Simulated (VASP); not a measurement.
Input of a VASP 6.6.1 run:

The input INCAR:

```
SYSTEM = CdTe
ALGO = Normal
EDIFF = 1E-7
ENCUT = 520
GGA = PS
ISIF = 2
ISMEAR = 0
LASPH = .TRUE.
LCHARG = .FALSE.
LREAL = .FALSE.
LWAVE = .FALSE.
NBANDS = 16
NELM = 100
PREC = Accurate
SIGMA = 0.02
```

The input KPOINTS:

```
k-points
0
G
  8 8 8
  0 0 0
```

The input POSCAR:

```
CdTe
1.0
    0.0000000000      3.2446714362      3.2446714362
    3.2446714362      0.0000000000      3.2446714362
    3.2446714362      3.2446714362      0.0000000000
Cd Te
1 1
Direct
    0.0000000000      0.0000000000      0.0000000000
    0.2500000000      0.2500000000      0.2500000000
```

Potentials or basis: VASP PAW PBE potentials, release 64 (Cd, Te).

Command:

```bash
$ cat potpaw_PBE.64/Cd/POTCAR potpaw_PBE.64/Te/POTCAR > POTCAR
$ mpirun -np 1 vasp_std > vasp.out
```

Task: What does it give for the pressure?

Result: 0.2 GPa.

Task: What does it give for the band gap on the k mesh?

Result: 0.65 eV, direct.

Caveat: the PAW data sets were made with another functional, which shifts forces and pressure a little; spin-orbit coupling is left out, which moves the levels of the heavy elements.

**What was measured.**

A printed reference work, data compilation reports, for a bulk crystal of CdTe at 0 K: band gap 1.607 eV.

Measured gap of CdTe: 1.607 eV (0 K; a printed reference work, data compilation). This calculation gives 0.65 eV (-0.96 eV). Spin-orbit coupling on Cd, Te is left out. The value is that of PBEsol, without temperature or zero-point motion. Semilocal functionals fall short of measured gaps as a rule.
